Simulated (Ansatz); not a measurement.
# PbS, space group Cmcm: the levels without and with spin-orbit coupling

Computed with Ansatz's Python interface.

`soc_pbs.py`:
```python
"""What spin-orbit coupling does to the bands of PbS."""

import ansatz
from ase import Atoms


def main() -> None:
    atoms = Atoms(
        ["Pb", "Pb", "S", "S"],
        scaled_positions=[
            (0.869437, 0.130563, 0.75),
            (0.130563, 0.869437, 0.25),
            (0.645203, 0.354797, 0.75),
            (0.354797, 0.645203, 0.25),
        ],
        cell=[
            (2.079953, -5.991297, 0.0),
            (2.079953, 5.991297, 0.0),
            (0.0, 0.0, 4.279321),
        ],
        pbc=True,
    )
    cell = ansatz.Crystal.from_ase(atoms)

    calc = (
        cell.calculation()
        .functional("pbesol")
        .scf(tolerance=1e-10)
        .kpoints(6, 6, 6)
        .occupations(ansatz.OccupationsMethod.FIXED)
        .band_table()
    )
    for label, variant in (("scalar-relativistic", calc), ("spin-orbit", calc.spin(soc=True))):
        report = variant.run().report
        zero = report["band_edges_ev"][0] if report.get("band_edges_ev") else report["fermi_energy_ev"]
        near = [round(e - zero, 3) for e in report["eigenvalues_ev"][0] if abs(e - zero) < 2]
        print(label)
        print("  band edges (eV):", [round(e, 3) for e in report.get("band_edges_ev") or []] or "none reported")
        print("  levels at k =", report["kpoints_frac"][0], "within 2 eV of the zero:", near)


if __name__ == "__main__":
    main()
```

```console
$ python soc_pbs.py
DeckWarning: basis.ecutwfc = 420 eV, auto-derived from the records' recommended cutoffs: set by Pb (normal level)
scalar-relativistic
  band edges (eV): [7.325, 8.456]
  levels at k = [0.0, 0.0, 0.0] within 2 eV of the zero: [-1.617, -1.435, -0.446]
spin-orbit
  band edges (eV): [7.285, 8.176]
  levels at k = [0.0, 0.0, 0.0] within 2 eV of the zero: [-1.764, -1.764, -1.425, -1.425, -0.475, -0.475]
```
(Warnings from the package without file and line, repeats left out.)

What to keep in mind:
- The computed bands are complete only to about 2.8 eV above the Fermi level.
- The structure comes from a database of computed cells and needn't be a stable or known phase.
- Levels are Kohn-Sham eigenvalues on this mesh.
- With spin-orbit coupling each level holds one electron and, with inversion or at time-reversal points, comes in pairs; a window in energy can cut a split set.
- It ran for 40 s on 1 thread of Intel(R) Xeon(R) Processor @ 2.30GHz, with other jobs on the host, peak memory 0.95 GiB.
